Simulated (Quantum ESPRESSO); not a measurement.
# Tc (P6_3/mmc) in Quantum ESPRESSO: notebook

Runs on Tc. Level: PBEsol. Tasks: single point, equation of state.

All numbers are computed with Quantum ESPRESSO 7.5; they aren't measurements. Logs are shortened: lines on timing, memory, paths and dates and some standing lists are left out, and cuts for length are marked.

## 1. Starting point

It takes space group P6_3/mmc (No. 194, hexagonal). Conventional cell: a = 2.740 Å, b = 2.740 Å, c = 4.398 Å, α = 90.00°, β = 90.00°, γ = 120.00°. Tc (site symmetry -6m2) has 12 Tc at 2.71 to 2.74 Å as nearest neighbours.

## 2. Single point, PBEsol, 13.44 Å³/atom

File pw.in:

```
&CONTROL
  calculation = 'scf'
  prefix = 'pwscf'
  outdir = './tmp'
  pseudo_dir = './pseudo'
  tprnfor = .true.
  tstress = .true.
  disk_io = 'nowf'
/
&SYSTEM
  ibrav = 0
  nat = 2
  ntyp = 1
  ecutwfc = 84
  nbnd = 22
  occupations = 'smearing'
  smearing = 'fd'
  degauss = 0.00367493
/
&ELECTRONS
  conv_thr = 4d-10
  electron_maxstep = 120
  mixing_beta = 0.5
/
ATOMIC_SPECIES
Tc    97.9072 Tc.upf
CELL_PARAMETERS angstrom
   2.6840659379    0.0000000000    0.0000000000
  -1.3420329689    2.3244692877    0.0000000000
   0.0000000000    0.0000000000    4.3082197061
ATOMIC_POSITIONS crystal
Tc     0.6666666667    0.3333333333    0.7500000000
Tc     0.3333333333    0.6666666667    0.2500000000
K_POINTS automatic
11 11 6 0 0 0
```

Potentials or basis: PseudoDojo 0.4.1 SR PBEsol standard.

Command:

```sh
OMP_NUM_THREADS=1 pw.x -in pw.in > pw.out
```

pw.out:

```text
This program is part of the open-source Quantum ESPRESSO suite
     for quantum simulation of materials; please cite
         "P. Giannozzi et al., J. Phys.:Condens. Matter 21 395502 (2009);
         "P. Giannozzi et al., J. Phys.:Condens. Matter 29 465901 (2017);
         "P. Giannozzi et al., J. Chem. Phys. 152 154105 (2020);
     in publications or presentations arising from this work. More details at

     Message from routine setup:
     using ibrav=0 with symmetry is DISCOURAGED, use correct ibrav instead

     G-vector sticks info
     --------------------
     sticks:   dense  smooth     PW     G-vecs:    dense   smooth      PW
     Sum         595     595    187                18797    18797    3093

     Using Slab Decomposition

     bravais-lattice index     =            0
     lattice parameter (alat)  =       5.0721  a.u.
     unit-cell volume          =     181.3892 (a.u.)^3
     number of atoms/cell      =            2
     number of atomic types    =            1
     number of electrons       =        30.00
     number of Kohn-Sham states=           22
     kinetic-energy cutoff     =      84.0000  Ry
     charge density cutoff     =     336.0000  Ry
     scf convergence threshold =      4.0E-10
     mixing beta               =       0.5000
     number of iterations used =            8  plain     mixing
     Exchange-correlation= PBESOL
                           (   1   4  10   8   0   0   0)

     celldm(1)=   5.072150  celldm(2)=   0.000000  celldm(3)=   0.000000
     celldm(4)=   0.000000  celldm(5)=   0.000000  celldm(6)=   0.000000

     crystal axes: (cart. coord. in units of alat)
               a(1) = (   1.000000   0.000000   0.000000 )
               a(2) = (  -0.500000   0.866025   0.000000 )
               a(3) = (   0.000000   0.000000   1.605109 )

     reciprocal axes: (cart. coord. in units 2 pi/alat)
               b(1) = (  1.000000  0.577350 -0.000000 )
               b(2) = (  0.000000  1.154701  0.000000 )
               b(3) = (  0.000000 -0.000000  0.623010 )

     PseudoPot. # 1 for Tc read from file:
     Tc.upf
     Pseudo is Norm-conserving + core correction, Zval = 15.0
     Generated using ONCVPSP code by D. R. Hamann
     Using radial grid of 1474 points,  6 beta functions with:
                l(1) =   0
                l(2) =   0
                l(3) =   1
                l(4) =   1
                l(5) =   2
                l(6) =   2

     atomic species   valence    mass     pseudopotential
     Tc               15.00    97.90720     Tc( 1.00)

     24 Sym. Ops., with inversion, found (12 have fractional translation)

   Cartesian axes

     site n.     atom                  positions (alat units)
         1        Tc     tau(   1) = (   0.5000000   0.2886751   1.2038321  )
         2        Tc     tau(   2) = (  -0.0000000   0.5773503   0.4012774  )

     number of k points=    64  Fermi-Dirac smearing, width (Ry)=  0.0037
                       cart. coord. in units 2pi/alat
        k(    1) = (   0.0000000   0.0000000   0.0000000), wk =   0.0027548
        k(    2) = (   0.0000000   0.0000000   0.1038351), wk =   0.0055096
        k(    3) = (   0.0000000   0.0000000   0.2076702), wk =   0.0055096
        k(    4) = (   0.0000000   0.0000000  -0.3115052), wk =   0.0027548
        k(    5) = (   0.0000000   0.1049728   0.0000000), wk =   0.0165289
        k(    6) = (   0.0000000   0.1049728   0.1038351), wk =   0.0330579
[... 56 lines left out ...]
        k(   63) = (   0.2727273   0.5773503   0.2076702), wk =   0.0330579
        k(   64) = (   0.2727273   0.5773503  -0.3115052), wk =   0.0165289

     Dense  grid:    18797 G-vectors     FFT dimensions: (  30,  30,  48)

     Initial potential from superposition of free atoms

     starting charge      29.9987, renormalised to      30.0000
     Starting wfcs are   20 randomized atomic wfcs +    2 random wfcs

     Self-consistent Calculation

     iteration #  1     ecut=    84.00 Ry     beta= 0.50
     Davidson diagonalization with overlap
     ethr =  1.00E-02,  avg # of iterations =  3.7

     Threshold (ethr) on eigenvalues was too large:
     Diagonalizing with lowered threshold

     Davidson diagonalization with overlap
     ethr =  1.82E-04,  avg # of iterations =  2.1

     total energy              =    -339.26432631 Ry
     estimated scf accuracy    <       0.06076927 Ry

     iteration #  2     ecut=    84.00 Ry     beta= 0.50
     Davidson diagonalization with overlap
     ethr =  2.03E-04,  avg # of iterations =  2.0

     total energy              =    -339.27620693 Ry
     estimated scf accuracy    <       0.00077966 Ry

     iteration #  3     ecut=    84.00 Ry     beta= 0.50
     Davidson diagonalization with overlap
     ethr =  2.60E-06,  avg # of iterations =  5.0

     total energy              =    -339.27624597 Ry
     estimated scf accuracy    <       0.00016322 Ry
[... 19 lines left out ...]
     total energy              =    -339.27625535 Ry
     estimated scf accuracy    <          5.6E-09 Ry

     iteration #  7     ecut=    84.00 Ry     beta= 0.50
     Davidson diagonalization with overlap
     ethr =  1.85E-11,  avg # of iterations =  2.0

     total energy              =    -339.27625535 Ry
     estimated scf accuracy    <          4.7E-10 Ry

     iteration #  8     ecut=    84.00 Ry     beta= 0.50
     Davidson diagonalization with overlap
     ethr =  1.55E-12,  avg # of iterations =  2.0

     End of self-consistent calculation

          k = 0.0000 0.0000 0.0000 (  2333 PWs)   bands (ev):

   -42.5926 -42.2810 -15.3760 -14.0152 -14.0152 -13.7900 -13.7900 -13.7409
    16.5776  18.3304  22.4634  22.4634  22.5386  23.2599  23.2599  24.0476
    24.0476  26.0188  26.9662  26.9662  36.0975  38.5951

          k = 0.0000 0.0000 0.1038 (  2358 PWs)   bands (ev):

   -42.5722 -42.3024 -15.2729 -14.0003 -14.0003 -13.8578 -13.8053 -13.8053
    16.9008  18.4378  22.3211  22.3211  22.3681  23.0675  23.0675  24.4699
    24.4699  25.1403  26.9841  26.9841  37.2671  38.0354

          k = 0.0000 0.0000 0.2077 (  2394 PWs)   bands (ev):

   -42.5162 -42.3605 -14.9869 -14.1710 -13.9595 -13.9595 -13.8469 -13.8469
    17.7345  18.6515  22.0381  22.2038  22.2038  22.6651  22.6651  23.4217
    25.3503  25.3503  26.8226  26.8226  37.7650  39.2925
[... 355 lines left out ...]
          k = 0.2727 0.5774 0.2077 (  2333 PWs)   bands (ev):

   -42.2430 -42.2271 -15.0563 -14.9937 -14.7664 -14.5340 -14.1288 -14.0616
    19.4736  20.1873  20.4936  20.7364  22.1261  22.5380  23.9846  24.9982
    26.8332  27.2847  33.1007  33.2531  35.9501  37.3489

          k = 0.2727 0.5774-0.3115 (  2340 PWs)   bands (ev):

   -42.2350 -42.2350 -15.0760 -15.0760 -14.6573 -14.6573 -14.0326 -14.0326
    19.7714  19.7714  20.7825  20.7825  22.2752  22.2752  24.1714  24.1714
    27.1202  27.1202  33.5583  33.5583  36.8079  36.8079

     the Fermi energy is    24.1809 ev

!    total energy              =    -339.27625535 Ry
     estimated scf accuracy    <          2.3E-10 Ry
     smearing contrib. (-TS)   =      -0.00117775 Ry
     internal energy E=F+TS    =    -339.27507760 Ry

     The total energy is F=E-TS. E is the sum of the following terms:
     one-electron contribution =     -37.81946307 Ry
     hartree contribution      =      42.03231123 Ry
     xc contribution           =     -54.22907176 Ry
     ewald contribution        =    -289.25885400 Ry

     convergence has been achieved in   8 iterations

     Forces acting on atoms (cartesian axes, Ry/au):

     atom    1 type  1   force =     0.00000000    0.00000000    0.00000000
     atom    2 type  1   force =    -0.00000000   -0.00000000    0.00000000

     Total force =     0.000000     Total SCF correction =     0.000000

     Computing stress (Cartesian axis) and pressure

          total   stress  (Ry/bohr**3)                   (kbar)     P=      150.62
   0.00102490  -0.00000000   0.00000000          150.77       -0.00        0.00
  -0.00000000   0.00102490   0.00000000           -0.00      150.77        0.00
  -0.00000000  -0.00000000   0.00102188           -0.00       -0.00      150.32

=------------------------------------------------------------------------------=
   JOB DONE.
=------------------------------------------------------------------------------=
```

Wall time 30 s (1 thread of Arm Neoverse V2, shared host); peak memory 0.09 GiB.

Results:

```
Free energy            : -4616.0886 eV
Pressure               : 15.1 GPa
Band gap on the k mesh : none (metal or under the smearing width)
```

## 3. Single point, PBEsol, 13.73 Å³/atom

pw.in: that of step 2 with these lines changed.

```diff
@@ -27,5 +27,5 @@
 CELL_PARAMETERS angstrom
-   2.6840659379    0.0000000000    0.0000000000
-  -1.3420329689    2.3244692877    0.0000000000
-   0.0000000000    0.0000000000    4.3082197061
+   2.7029684335    0.0000000000    0.0000000000
+  -1.3514842167    2.3408393290    0.0000000000
+   0.0000000000    0.0000000000    4.3385602812
 ATOMIC_POSITIONS crystal
```

Potentials or basis: PseudoDojo 0.4.1 SR PBEsol standard.

Command:

```sh
OMP_NUM_THREADS=1 pw.x -in pw.in > pw.out
```

It took 30 s on 1 thread of Arm Neoverse V2, shared host; peak memory 0.1 GiB.

Results (log left out):

- Free energy: -4616.1282 eV
- Pressure: 7.2 GPa
- Band gap on the k mesh: none (metal or under the smearing width)

## 4. Single point, PBEsol, 14.01 Å³/atom

pw.in: that of step 3 with these lines changed.

```diff
@@ -27,5 +27,5 @@
 CELL_PARAMETERS angstrom
-   2.7029684335    0.0000000000    0.0000000000
-  -1.3514842167    2.3408393290    0.0000000000
-   0.0000000000    0.0000000000    4.3385602812
+   2.7216101842    0.0000000000    0.0000000000
+  -1.3608050921    2.3569835587    0.0000000000
+   0.0000000000    0.0000000000    4.3684823321
 ATOMIC_POSITIONS crystal
```

Command:

```sh
OMP_NUM_THREADS=1 pw.x -in pw.in > pw.out
```

It took 31 s on 1 thread of Arm Neoverse V2, shared host; peak memory 0.1 GiB.

Results (log left out):

```
Free energy            : -4616.1412 eV
Pressure               : 0.1 GPa
Band gap on the k mesh : none (metal or under the smearing width)
```

## 5. Single point, PBEsol, 14.30 Å³/atom

pw.in: that of step 4 with these lines changed.

```diff
@@ -27,5 +27,5 @@
 CELL_PARAMETERS angstrom
-   2.7216101842    0.0000000000    0.0000000000
-  -1.3608050921    2.3569835587    0.0000000000
-   0.0000000000    0.0000000000    4.3684823321
+   2.7400000000    0.0000000000    0.0000000000
+  -1.3700000000    2.3729096064    0.0000000000
+   0.0000000000    0.0000000000    4.3980000000
 ATOMIC_POSITIONS crystal
```

Command:

```sh
OMP_NUM_THREADS=1 pw.x -in pw.in > pw.out
```

Run time: 30 s. Hardware: 1 thread of Arm Neoverse V2, shared host; peak memory 0.09 GiB.

The run converged. Its results:

```yaml
Free_energy: -4616.1303 eV
Pressure: -6.2 GPa
Band_gap_on_the_k_mesh: none (metal or under the smearing width)
```

## 6. Single point, PBEsol, 14.58 Å³/atom

pw.in: that of step 5 with these lines changed.

```diff
@@ -27,5 +27,5 @@
 CELL_PARAMETERS angstrom
-   2.7400000000    0.0000000000    0.0000000000
-  -1.3700000000    2.3729096064    0.0000000000
-   0.0000000000    0.0000000000    4.3980000000
+   2.7581462242    0.0000000000    0.0000000000
+  -1.3790731121    2.3886246975    0.0000000000
+   0.0000000000    0.0000000000    4.4271266766
 ATOMIC_POSITIONS crystal
```

Potentials or basis: PseudoDojo 0.4.1 SR PBEsol standard.

Command:

```sh
OMP_NUM_THREADS=1 pw.x -in pw.in > pw.out
```

It took 33 s on 1 thread of Arm Neoverse V2, shared host; peak memory 0.1 GiB.

It converged, with:

| Quantity | Value |
| --- | --- |
| Free energy | -4616.0980 eV |
| Pressure | -11.9 GPa |
| Band gap on the k mesh | none (metal or under the smearing width) |

## 7. Single point, PBEsol, 14.87 Å³/atom

pw.in: that of step 6 with these lines changed.

```diff
@@ -27,5 +27,5 @@
 CELL_PARAMETERS angstrom
-   2.7581462242    0.0000000000    0.0000000000
-  -1.3790731121    2.3886246975    0.0000000000
-   0.0000000000    0.0000000000    4.4271266766
+   2.7760567665    0.0000000000    0.0000000000
+  -1.3880283832    2.4041356821    0.0000000000
+   0.0000000000    0.0000000000    4.4558750580
 ATOMIC_POSITIONS crystal
```

Command:

```sh
OMP_NUM_THREADS=1 pw.x -in pw.in > pw.out
```

Wall time 31 s (1 thread of Arm Neoverse V2, shared host); peak memory 0.1 GiB.

The run converged. Its results:

```
Free energy            : -4616.0467 eV
Pressure               : -16.9 GPa
Band gap on the k mesh : none (metal or under the smearing width)
```

## 8. Single point, PBEsol, 15.16 Å³/atom

pw.in: that of step 7 with these lines changed.

```diff
@@ -27,5 +27,5 @@
 CELL_PARAMETERS angstrom
-   2.7760567665    0.0000000000    0.0000000000
-  -1.3880283832    2.4041356821    0.0000000000
-   0.0000000000    0.0000000000    4.4558750580
+   2.7937391334    0.0000000000    0.0000000000
+  -1.3968695667    2.4194490611    0.0000000000
+   0.0000000000    0.0000000000    4.4842571930
 ATOMIC_POSITIONS crystal
```

Command:

```sh
OMP_NUM_THREADS=1 pw.x -in pw.in > pw.out
```

It took 31 s on 1 thread of Arm Neoverse V2, shared host; peak memory 0.1 GiB.

The run converged. Its results:

* Free energy: -4615.9783 eV
* Pressure: -21.4 GPa
* Band gap on the k mesh: none (metal or under the smearing width)

## 9. Equation of state, PBEsol

Potentials or basis: PseudoDojo 0.4.1 SR PBEsol standard.

This step only gathers the single runs of the series.

What came out:

| Item | Value |
| --- | --- |
| Equilibrium volume | 14.02 Å³/atom |
| Bulk modulus at fixed shape and positions | 326 GPa |
| Pressure derivative of the bulk modulus | 4.5 |

Energy against volume, from the lowest point:
```tsv
volume (Å³/atom)	energy (meV/atom)
13.440	26.27
13.726	6.48
14.011	0.00
14.297	5.45
14.583	21.58
14.869	47.24
15.155	81.43
```

Caveat: the cell was scaled at fixed shape and fractional positions, which overstates the stiffness of a crystal with free parameters, most of all of layers and chains.
